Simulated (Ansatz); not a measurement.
## PBE against r2SCAN: Li3N, isotropic strain −1.46 %

The reference is Li3N (space group P6/mmm, No. 191; a = 3.634 Å, c = 3.865 Å).

(Cell as relaxed with PBE.)

Levels (all Ansatz, an electronic-structure program, PAW): PBE (420 eV, scalar-relativistic without spin-orbit coupling); r2SCAN (500 eV, spin-orbit coupling left out).

Each level relaxes its own structure.

```tsv
base	PBE	r2SCAN
volume per atom	11.05 Å³	10.88 Å³
lattice parameter a	3.634 Å	3.610 Å
band gap	1.06 eV	1.48 eV
```

It is then changed as follows: an isotropic linear strain of −1.46 %, atoms relaxed at fixed cell.

| quantity | PBE | r2SCAN |
|---|---|---|
| band gap | 1.16 eV | (withheld) |
| smallest direct gap | 1.40 eV | (withheld) |
| pressure (mean of the normal stresses, compression positive) | 2.55 GPa | (withheld) |

What does r2SCAN give?


- band gap, r2SCAN: 1.57 eV
- smallest direct gap, r2SCAN: 1.83 eV
- pressure (mean of the normal stresses, compression positive), r2SCAN: 2.70 GPa

PBE's band gap lies 0.41 eV below r2SCAN's; PBE's smallest direct gap lies 0.43 eV below r2SCAN's; PBE's pressure lies 0.15 GPa below r2SCAN's. Neither level is exact; r2SCAN is the comparison here, not a measurement.

Stability against distortions was not tested.
